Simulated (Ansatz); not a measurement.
The system is TiO2.

```
CELL_PARAMETERS angstrom
4.59984 0.00000 0.00000
0.00000 4.59984 0.00000
0.00000 0.00000 2.95921
ATOMIC_POSITIONS crystal
Ti 0.00000 0.00000 0.50000
Ti 0.50000 0.50000 0.00000
O 0.30432 0.30432 0.50000
O 0.19568 0.80432 0.00000
O 0.80432 0.19568 0.00000
O 0.69568 0.69568 0.50000
```

The cell is a database's computed one.

Program: Ansatz 0.2.0. Alike in all runs: potentials or basis Ansatz PAW; no spin polarisation; cell as given; cutoff (eV) 500; smearing fermi-dirac 0.05 eV.

Order these runs on this cell by their band gap on the k mesh, lowest first.
A. level r2SCAN0; k mesh 4 × 4 × 5; mesh quality coarse
B. level m-r2SCAN; k mesh 6 × 6 × 9; points for each segment of the path 14; mesh quality not flagged
C. level PBE; k mesh 6 × 6 × 9; mesh quality not flagged

C (1.86 eV), B (2.20 eV), A (4.40 eV).

Caveats: some runs use coarse meshes; odd divisions of the mesh miss points on the zone boundary, where band edges often lie, so the gap on the mesh can be too wide (some runs).

A k mesh can miss the band edges.
